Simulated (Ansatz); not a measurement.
## Structure search: one LiF3 candidate

All numbers below come from Ansatz, DFT PBE, scalar-relativistic, plane waves, PAW. Cutoff 420 eV, Gaussian smearing, Γ-centred meshes. Cell and atoms relax first on a coarse mesh and then on a finer one. In between, the cell is made exact in the group found at 0.06 Å. In metals the finer mesh still leaves noise of several meV/atom or more. The steps can't lower the symmetry of their start. Collinear spin is switched on along the way, since trial moments persisted in a coarse test.

The guess for LiF3 was made by a generator: perovskite family, tilts a0a0c-, polar shift along [111] (Cc, No. 9) (A site vacant; B site Li; X site F). Its size is a rough estimate.

```cif
data_structure
_symmetry_space_group_name_H-M 'P 1'
_symmetry_Int_Tables_number 1
_cell_length_a 5.6569
_cell_length_b 5.6569
_cell_length_c 5.6569
_cell_angle_alpha 120.000
_cell_angle_beta 120.000
_cell_angle_gamma 60.000
_cell_volume 128.00
loop_
_atom_site_label
_atom_site_type_symbol
_atom_site_fract_x
_atom_site_fract_y
_atom_site_fract_z
_atom_site_occupancy
Li1 Li 0.51318 0.01318 0.98682 1
Li2 Li 0.01318 0.51318 0.48682 1
F1 F 0.72998 0.77002 0.72998 1
F2 F 0.22998 0.27002 0.77002 1
F3 F 0.75000 0.25000 0.25000 1
F4 F 0.27002 0.22998 0.27002 1
F5 F 0.77002 0.72998 0.22998 1
F6 F 0.25000 0.75000 0.75000 1
```

Formation energies are uncorrected and refer to the elements' standard structures at the same level (F₂ as a molecule).

Q: Which structure results?

A: The symmetry goes from Cc (No. 9) to R-3m (No. 166), and the primitive cell from 8 to 4 atoms. The volume per atom shrinks by 21.5 %, from 16.0 to 12.6 Å³. The shortest distance goes from 1.90 Å (Li–F) to 1.97 Å (Li–F). The energy falls by about 0.15 eV/atom (the start's value is from the coarse mesh). The end is written in a standard setting, so origin, axes and order of atoms can differ from the start's. Conventional cell: a = 6.368 Å, c = 4.290 Å. Li has 6 F at 1.97 Å; around F lie 2 Li at 1.97 Å and 4 F at 2.33 Å.

```cif
data_structure
_symmetry_space_group_name_H-M 'R-3m:H'
_symmetry_Int_Tables_number 166
_cell_length_a 6.3678
_cell_length_b 6.3678
_cell_length_c 4.2899
_cell_angle_alpha 90.000
_cell_angle_beta 90.000
_cell_angle_gamma 120.000
_cell_volume 150.64
loop_
_atom_site_label
_atom_site_type_symbol
_atom_site_symmetry_multiplicity
_atom_site_Wyckoff_symbol
_atom_site_fract_x
_atom_site_fract_y
_atom_site_fract_z
_atom_site_occupancy
Li1 Li 3 b 0.00000 0.00000 0.50000 1
F1 F 9 e 0.16667 0.33333 0.33333 1
```

Q: How does it come out in energy, and is it a metal?

A:

- Energy over the elements: −1.21 eV/atom
- Gap on the 14×14×14 mesh of the 4-atom cell: 0 eV (a metal)
- Net moment per atom: 0.50 μB
- Moment by site: F 0.6 (×3) μB

Whether it is stable depends on the other phases of the system, which aren't compared here.

The last run used collinear spin and Gaussian smearing of 0.10 eV. The end has C2/m (No. 12) at a tolerance of 0.01 Å; the cell shown is made exact in the group found at 0.05 Å. Another magnetic order may lie lower. A structure relaxed within its symmetry needn't be a true minimum. In all, the 3 runs took 13 min on 1 thread of Intel(R) Xeon(R) Platinum 8488C (Sapphire Rapids) (shared host). Site moments count only spheres around the atoms; the net moment includes the space between them.
